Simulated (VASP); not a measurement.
# In (P6_3/mmc) in VASP: notebook

Runs on In. Level: PBE. Tasks: single point.

Program: VASP 6.6.1. These are calculated values, not measurements. Logs are shortened: lines on timing, memory, paths and dates and some standing lists are left out, and cuts for length are marked.

**1. The crystal as given**

The structure is hexagonal, space group P6_3/mmc (No. 194). The conventional cell has a = 3.335 Å, b = 3.335 Å, c = 5.509 Å, α = 90.00°, β = 90.00°, γ = 120.00°. In (site symmetry -6m2) has 12 In at 3.34 to 3.36 Å as nearest neighbours.

This isn't the form of In at room conditions, which is tetragonal.

**2. Single point, PBE**

The input, INCAR:

```
  PREC = Accurate
  ENCUT = 200
  EDIFF = 1E-6
  ISMEAR = 1
  SIGMA = 0.2
  LREAL = False
  LASPH = True
  NELM = 100
  ALGO = Normal
  ISIF = 2
  LWAVE = False
  LCHARG = False
  GGA = PE
  NBANDS = 20
  ADDGRID = False
```

The input, KPOINTS:

```
regular mesh
0
Gamma
  11 11 6
```

The input, POSCAR:

```
In
1.0
    3.3354847820      0.0000000000      0.0000000000
   -1.6677423910      2.8886145552      0.0000000000
    0.0000000000      0.0000000000      5.5091429200
In
2
Direct
    0.6666666667      0.3333333333      0.7500000000
    0.3333333333      0.6666666667      0.2500000000
```

Potentials or basis: VASP PAW PBE potentials, release 64 (In_d).

On the command line:

```bash
$ cat potpaw_PBE.64/In_d/POTCAR > POTCAR
$ mpirun -np 1 vasp_std > vasp.out
```

OUTCAR:

```text
PREC = Accurate
   ENCUT = 200
   EDIFF = 1E-6
   ISMEAR = 1
   LREAL = False
   LASPH = True
   NELM = 100
   ISIF = 2
   GGA = PE

 Found     64 irreducible k-points:

 Following reciprocal coordinates:
            Coordinates               Weight
  0.000000  0.000000  0.000000      1.000000
  0.090909  0.000000  0.000000      6.000000
  0.181818  0.000000  0.000000      6.000000
  0.272727  0.000000  0.000000      6.000000
  0.363636  0.000000  0.000000      6.000000
  0.454545 -0.000000  0.000000      6.000000
   k-points           NKPTS =     64   k-points in BZ     NKDIM =     64   number of bands    NBANDS=     20
   number of dos      NEDOS =    301   number of ions     NIONS =      2
   total plane-waves  NPLWV =   7168
   dimension x,y,z NGX =    16 NGY =   16 NGZ =   28
   dimension x,y,z NGXF=    32 NGYF=   32 NGZF=   56
   ions per type =               2
   NGX,Y,Z   is equivalent  to a cutoff of   7.97,  7.97,  8.45 a.u.
   NGXF,Y,Z  is equivalent  to a cutoff of  15.95, 15.95, 16.90 a.u.
 SYSTEM =  unknown system
   PREC   = accura    normal or accurate (medium, high low for compatibility)
   ISTART =      0    job   : 0-new  1-cont  2-samecut
   ICHARG =      2    charge: 1-file 2-atom 10-const
   ISPIN  =      1    spin polarized calculation?
   LNONCOLLINEAR =      F non collinear calculations
   LSORBIT =      F    spin-orbit coupling
   LASPH  =      T    aspherical Exc in radial PAW
   ENCUT  =  200.0 eV  14.70 Ry    3.83 a.u.   3.85  3.85  6.35*2*pi/ulx,y,z
   NELM   =    100;   NELMIN=  2; NELMDL= -5     # of ELM steps
   EDIFF  = 0.1E-05   stopping-criterion for ELM
   LREAL  =      F    real-space projection
   EDIFFG = 0.1E-04   stopping-criterion for IOM
   NSW    =      0    number of steps for IOM
   IBRION =     -1    ionic relax: 0-MD 1-quasi-New 2-CG
   NFREE  =      0    steps in history (QN), initial steepest desc. (CG)
   ISIF   =      2    stress and relaxation
   ISYM   =      2    0-nonsym 1-usesym 2-fastsym
   POTIM  = 0.5000    time-step for ionic-motion
   TEBEG  =    0.0;   TEEND  =   0.0 temperature during run
   PSTRESS=    0.0 pullay stress
   NELECT =      26.0000    total number of electrons
   NUPDOWN=      -1.0000    fix difference up-down
   EMIN   =  10.00;   EMAX   =-10.00  energy-range for DOS
   EFERMI =   0.00;   METHOD = LEGACY
   ISMEAR =     1;   SIGMA  =   0.20  broadening in eV -4-tet -1-fermi 0-gaus
   EFERMI_NEDOS =   21; number of points for ismear=-14 and -15
   IALGO  =     38    algorithm
   IMIX   =      4    mixing-type and parameters
     AMIX     =   0.40;   BMIX     =  1.00
     AMIX_MAG =   1.60;   BMIX_MAG =  1.00
  volume/ion in A,a.u.               =      26.54       179.10
  Fermi-wavevector in a.u.,A,eV,Ry     =   1.290491  2.438675 22.658704  1.665368
  Thomas-Fermi vector in A             =   2.422320
   LORBIT       =      0    0 simple, 1 ext, 2 COOP (PROOUT), +10 PAW based schemes
   GGA     = PE    functional components
   LHFCALC =     F    Hartree Fock is set to
   AEXX    =    0.0000 exact exchange contribution
   IVDW    =     0    specifies the selected vdW correction
   LEPSILON=     F    determine dielectric tensor
   LRPA    =     F    only Hartree local field effects (RPA)
 non-spin polarized calculation
 Methfessel and Paxton  Order N= 1 SIGMA  =   0.20
  energy-cutoff  :      200.00
  volume of cell :       53.08
 maximum number of plane-waves:       349
 NGX is ok and might be reduce to    16
   NGX =  7   NGY =  7   NGZ = 13

 number of electron      25.9999973 magnetization

 Free energy of the ion-electron system (eV)
  ---------------------------------------------------
  ext. energy  EPLUGINS =         0.00000000
  ---------------------------------------------------
  free energy    TOTEN  =        -4.89817241 eV

  energy without entropy =       -4.89681950  energy(sigma->0) =       -4.89772144

 E-fermi :   7.3765     XC(G=0): -10.1787

 val. band max:        7.3719451402   @ k =   0.3636   0.0000   0.5000
 cond. band min:       7.3936408821   @ k =   0.2727   0.2727   0.0000
 fundamental gap:      0.0216957419
 Fermi energy:         7.3764643719

 k-point     1 :       0.0000    0.0000    0.0000
  band No.  band energies     occupation
      1      -7.4079      2.00000
      2      -7.3539      2.00000
      3      -7.2886      2.00000
      4      -7.2886      2.00000
      5      -7.2828      2.00000
      6      -7.2827      2.00000
      7      -7.2220      2.00000
      8      -7.2220      2.00000
      9      -7.0014      2.00000
     10      -7.0014      2.00000
     11      -2.0813      2.00000
     12       2.9204      2.00000
     13       4.0163      2.00000
     14      15.7555      0.00000
     15      15.7555      0.00000
     16      17.5569      0.00000
     17      17.5569      0.00000
     18      17.6613      0.00000
     19      18.2931      0.00000
     20      18.7458      0.00000

 k-point     2 :       0.0909    0.0000    0.0000
  band No.  band energies     occupation
      1      -7.3959      2.00000
      2      -7.3481      2.00000
      3      -7.2945      2.00000
      4      -7.2826      2.00000
      5      -7.2695      2.00000
      6      -7.2674      2.00000
      7      -7.2327      2.00000
      8      -7.2320      2.00000
      9      -7.0605      2.00000
     10      -7.0115      2.00000
     11      -1.9211      2.00000
     12       3.0567      2.00000
     13       4.2025      2.00000
     14      13.9220      0.00000
     15      14.9193      0.00000
     16      16.5910      0.00000
     17      17.6436      0.00000
     18      18.0858      0.00000
     19      18.4887      0.00000
     20      19.4190      0.00000

 k-point     3 :       0.1818    0.0000    0.0000
  band No.  band energies     occupation
      1      -7.3988      2.00000
      2      -7.3033      2.00000
      3      -7.2873      2.00000
      4      -7.2578      2.00000
      5      -7.2363      2.00000
      6      -7.2232      2.00000
      7      -7.2143      2.00000
      8      -7.2086      2.00000
      9      -7.1033      2.00000
     10      -7.0187      2.00000
     11      -1.4362      2.00000
     12       3.4724      2.00000
     13       4.7490      2.00000
     14      11.1721     -0.00000
     15      13.6944      0.00000
     16      15.1361      0.00000
     17      16.5546      0.00000
     18      16.6271      0.00000
     19      17.7910      0.00000
     20      18.8994      0.00000

 k-point     4 :       0.2727    0.0000    0.0000
  band No.  band energies     occupation
      1      -7.4426      2.00000
      2      -7.3203      2.00000
      3      -7.3141      2.00000
      4      -7.2641      2.00000
      5      -7.2405      2.00000
      6      -7.1505      2.00000
      7      -7.1498      2.00000
      8      -7.1444      2.00000
      9      -7.1237      2.00000
     10      -7.0169      2.00000
     11      -0.6185      2.00000
     12       4.1782      2.00000
     13       5.6223      2.00000
     14       8.5435     -0.00000
     15      12.6535      0.00000
     16      12.8682      0.00000
     17      14.4064      0.00000
     18      15.6342      0.00000
     19      16.8900      0.00000
     20      18.4948      0.00000

 k-point     5 :       0.3636    0.0000    0.0000
  band No.  band energies     occupation
      1      -7.4739      2.00000
      2      -7.3545      2.00000
      3      -7.3397      2.00000
      4      -7.2830      2.00000
      5      -7.1975      2.00000
      6      -7.1595      2.00000
      7      -7.0828      2.00000
      8      -7.0609      2.00000
      9      -7.0410      2.00000
     10      -7.0089      2.00000
     11       0.5321      2.00000
     12       5.0607      2.00000
     13       6.3088      2.00000
     14       6.7646      2.00013
     15      10.5497     -0.00000
     16      11.9135      0.00000
     17      12.3258      0.00000
     18      15.1428      0.00000
     19      16.1398      0.00000
     20      17.9191      0.00000

 k-point     6 :       0.4545   -0.0000    0.0000
  band No.  band energies     occupation
      1      -7.4975      2.00000
      2      -7.3801      2.00000
      3      -7.3628      2.00000
      4      -7.2968      2.00000
      5      -7.1902      2.00000
      6      -7.1769      2.00000
      7      -7.0380      2.00000
      8      -7.0235      2.00000
      9      -7.0040      2.00000
     10      -6.9796      2.00000
     11       1.9776      2.00000
     12       3.9017      2.00000
     13       6.7735      2.00017
     14       7.9866     -0.00014
     15       8.4954     -0.00000
     16      10.6288     -0.00000
     17      11.5300      0.00000
     18      14.9163      0.00000
     19      15.7370      0.00000
     20      17.6054      0.00000

 [... further k-points ...]

------------------------ aborting loop because EDIFF is reached ----------------------------------------

  FORCE on cell =-STRESS in cart. coord.  units (eV):
  Direction    XX          YY          ZZ          XY          YZ          ZX
  --------------------------------------------------------------------------------------
  -------------------------------------------------------------------------------------
  Total       -6.2009603     -6.2009603     -6.5965194      0.0000000     -0.0000000      0.0000000
  in kB     -187.1702989   -187.1702989   -199.1098896      0.0000000     -0.0000000      0.0000000
  external PRESSURE =    -191.1501625 kB  Pullay stress =       0.0000000 kB

 VOLUME and BASIS-vectors are now :
 -----------------------------------------------------------------------------
  energy-cutoff  :      200.00
  volume of cell :       53.08
      direct lattice vectors                 reciprocal lattice vectors
     3.335484782  0.000000000  0.000000000     0.299806495  0.173093360  0.000000000
    -1.667742391  2.888614555  0.000000000     0.000000000  0.346186721  0.000000000
     0.000000000  0.000000000  5.509142920     0.000000000  0.000000000  0.181516438

 POSITION                                       TOTAL-FORCE (eV/Angst)
 -----------------------------------------------------------------------------------
      1.66774      0.96287      4.13186        -0.000000      0.000000      0.000000
     -0.00000      1.92574      1.37729         0.000000      0.000000      0.000000
 -----------------------------------------------------------------------------------
    total drift:                                0.000000     -0.000000      0.000000

  FREE ENERGIE OF THE ION-ELECTRON SYSTEM (eV)
  ---------------------------------------------------
  free  energy   TOTEN  =        -4.8981724125 eV

  energy  without entropy=       -4.8968194963  energy(sigma->0) =       -4.89772144
```

Wall time 5.4 s (1 thread of Intel Xeon 6975P-C (Granite Rapids), shared host); peak memory 0.12 GiB.

The run converged, but a check on its numbers failed (symmetry, net force, bounds or a known fault of this set-up), so they aren't taken as properties of the crystal.

Caveat: the cutoff lies under the usual one of these potentials, so the numbers hold a large basis-set error.

**3. Single point, PBE**

INCAR, as its differences from that of step 2:

```diff
@@ -1,3 +1,3 @@
   PREC = Accurate
-  ENCUT = 200
+  ENCUT = 500
   EDIFF = 1E-6
```

The input, KPOINTS:

```
regular mesh
0
Gamma
  8 8 4
```

POSCAR is that of step 2.

Potentials or basis: VASP PAW PBE potentials, release 64 (In_d).

On the command line:

```bash
$ cat potpaw_PBE.64/In_d/POTCAR > POTCAR
$ mpirun -np 1 vasp_std > vasp.out
```

OUTCAR:

```text
PREC = Accurate
   ENCUT = 500
   EDIFF = 1E-6
   ISMEAR = 1
   LREAL = False
   LASPH = True
   NELM = 100
   ISIF = 2
   GGA = PE

 Found     30 irreducible k-points:

 Following reciprocal coordinates:
            Coordinates               Weight
  0.000000  0.000000  0.000000      1.000000
  0.125000  0.000000  0.000000      6.000000
  0.250000  0.000000  0.000000      6.000000
  0.375000  0.000000  0.000000      6.000000
  0.500000  0.000000  0.000000      3.000000
  0.125000  0.125000  0.000000      6.000000
   k-points           NKPTS =     30   k-points in BZ     NKDIM =     30   number of bands    NBANDS=     20
   number of dos      NEDOS =    301   number of ions     NIONS =      2
   total plane-waves  NPLWV =  23040
   dimension x,y,z NGX =    24 NGY =   24 NGZ =   40
   dimension x,y,z NGXF=    48 NGYF=   48 NGZF=   80
   ions per type =               2
   NGX,Y,Z   is equivalent  to a cutoff of  11.96, 11.96, 12.07 a.u.
   NGXF,Y,Z  is equivalent  to a cutoff of  23.92, 23.92, 24.14 a.u.
 SYSTEM =  unknown system
   PREC   = accura    normal or accurate (medium, high low for compatibility)
   ISTART =      0    job   : 0-new  1-cont  2-samecut
   ICHARG =      2    charge: 1-file 2-atom 10-const
   ISPIN  =      1    spin polarized calculation?
   LNONCOLLINEAR =      F non collinear calculations
   LSORBIT =      F    spin-orbit coupling
   LASPH  =      T    aspherical Exc in radial PAW
   ENCUT  =  500.0 eV  36.75 Ry    6.06 a.u.   6.08  6.08 10.04*2*pi/ulx,y,z
   NELM   =    100;   NELMIN=  2; NELMDL= -5     # of ELM steps
   EDIFF  = 0.1E-05   stopping-criterion for ELM
[... 18 lines left out ...]
     AMIX     =   0.40;   BMIX     =  1.00
     AMIX_MAG =   1.60;   BMIX_MAG =  1.00
  volume/ion in A,a.u.               =      26.54       179.10
  Fermi-wavevector in a.u.,A,eV,Ry     =   1.290491  2.438675 22.658704  1.665368
  Thomas-Fermi vector in A             =   2.422320
   LORBIT       =      0    0 simple, 1 ext, 2 COOP (PROOUT), +10 PAW based schemes
   GGA     = PE    functional components
[... 5 lines left out ...]
 non-spin polarized calculation
 Methfessel and Paxton  Order N= 1 SIGMA  =   0.20
  energy-cutoff  :      500.00
  volume of cell :       53.08
 maximum number of plane-waves:      1360
   NGX = 13   NGY = 13   NGZ = 21

 number of electron      25.9999972 magnetization

 Free energy of the ion-electron system (eV)
  ---------------------------------------------------
  ext. energy  EPLUGINS =         0.00000000
  ---------------------------------------------------
  free energy    TOTEN  =        -5.00969749 eV

  energy without entropy =       -5.00719052  energy(sigma->0) =       -5.00886183

 E-fermi :   7.4389     XC(G=0): -10.1874

 val. band max:        7.2270384691   @ k =   0.2500   0.2500   0.0000
 cond. band min:       7.4587856008   @ k =   0.2500   0.2500   0.5000
 fundamental gap:      0.2317471317
 Fermi energy:         7.4389239476

 k-point     1 :       0.0000    0.0000    0.0000
  band No.  band energies     occupation
      1      -7.3306      2.00000
      2      -7.2776      2.00000
      3      -7.2321      2.00000
      4      -7.2321      2.00000
      5      -7.2056      2.00000
      6      -7.2056      2.00000
[... 12 lines left out ...]
     19      18.2561      0.00000
     20      18.7297      0.00000

 k-point     2 :       0.1250    0.0000    0.0000
  band No.  band energies     occupation
      1      -7.3204      2.00000
      2      -7.2737      2.00000
      3      -7.2198      2.00000
      4      -7.1960      2.00000
      5      -7.1896      2.00000
      6      -7.1727      2.00000
[... 12 lines left out ...]
     19      18.1389      0.00000
     20      19.2207      0.00000

 k-point     3 :       0.2500    0.0000    0.0000
  band No.  band energies     occupation
      1      -7.3685      2.00000
      2      -7.2468      2.00000
      3      -7.2390      2.00000
      4      -7.2059      2.00000
      5      -7.2009      2.00000
      6      -7.1084      2.00000
[... 12 lines left out ...]
     19      17.1171      0.00000
     20      18.6285      0.00000

 k-point     4 :       0.3750    0.0000    0.0000
  band No.  band energies     occupation
      1      -7.4251      2.00000
      2      -7.3148      2.00000
      3      -7.2772      2.00000
      4      -7.2332      2.00000
      5      -7.1422      2.00000
      6      -7.1211      2.00000
[... 12 lines left out ...]
     19      16.0676      0.00000
     20      17.8319      0.00000

 k-point     5 :       0.5000    0.0000    0.0000
  band No.  band energies     occupation
      1      -7.4483      2.00000
      2      -7.3478      2.00000
      3      -7.2917      2.00000
      4      -7.2458      2.00000
      5      -7.1393      2.00000
      6      -7.1164      2.00000
[... 12 lines left out ...]
     19      15.6827      0.00000
     20      17.5339      0.00000

 k-point     6 :       0.1250    0.1250    0.0000
  band No.  band energies     occupation
      1      -7.3032      2.00000
      2      -7.2951      2.00000
      3      -7.2106      2.00000
      4      -7.2000      2.00000
      5      -7.1903      2.00000
      6      -7.1813      2.00000
[... 12 lines left out ...]
     19      17.7567      0.00000
     20      18.1688      0.00000

 [... further k-points ...]

------------------------ aborting loop because EDIFF is reached ----------------------------------------

  FORCE on cell =-STRESS in cart. coord.  units (eV):
  Direction    XX          YY          ZZ          XY          YZ          ZX
  --------------------------------------------------------------------------------------
  -------------------------------------------------------------------------------------
  Total        0.3336747      0.3336747      0.8037961      0.0000000      0.0000000      0.0000000
  in kB       10.0716656     10.0716656     24.2618493      0.0000000      0.0000000      0.0000000
  external PRESSURE =      14.8017268 kB  Pullay stress =       0.0000000 kB

 VOLUME and BASIS-vectors are now :
 -----------------------------------------------------------------------------
  energy-cutoff  :      500.00
  volume of cell :       53.08
      direct lattice vectors                 reciprocal lattice vectors
     3.335484782  0.000000000  0.000000000     0.299806495  0.173093360  0.000000000
    -1.667742391  2.888614555  0.000000000     0.000000000  0.346186721  0.000000000
     0.000000000  0.000000000  5.509142920     0.000000000  0.000000000  0.181516438

 POSITION                                       TOTAL-FORCE (eV/Angst)
 -----------------------------------------------------------------------------------
      1.66774      0.96287      4.13186         0.000000     -0.000000      0.000000
     -0.00000      1.92574      1.37729        -0.000000      0.000000      0.000000
 -----------------------------------------------------------------------------------
    total drift:                                0.000000     -0.000000      0.000000

  FREE ENERGIE OF THE ION-ELECTRON SYSTEM (eV)
  ---------------------------------------------------
  free  energy   TOTEN  =        -5.0096974911 eV

  energy  without entropy=       -5.0071905176  energy(sigma->0) =       -5.00886183
```

Wall time 8.2 s (1 thread of Intel Xeon 6975P-C (Granite Rapids), shared host); peak memory 0.17 GiB.

The run converged, but some of its settings lie outside the range that counts as converged, so its numbers aren't taken as properties of the crystal.

What came out:

| Quantity | Value |
| --- | --- |
| Free energy | -5.0097 eV |
| Pressure | 1.5 GPa |
| Band gap on the k mesh | none (metal or under the smearing width) |

[end of part 1 of 2]
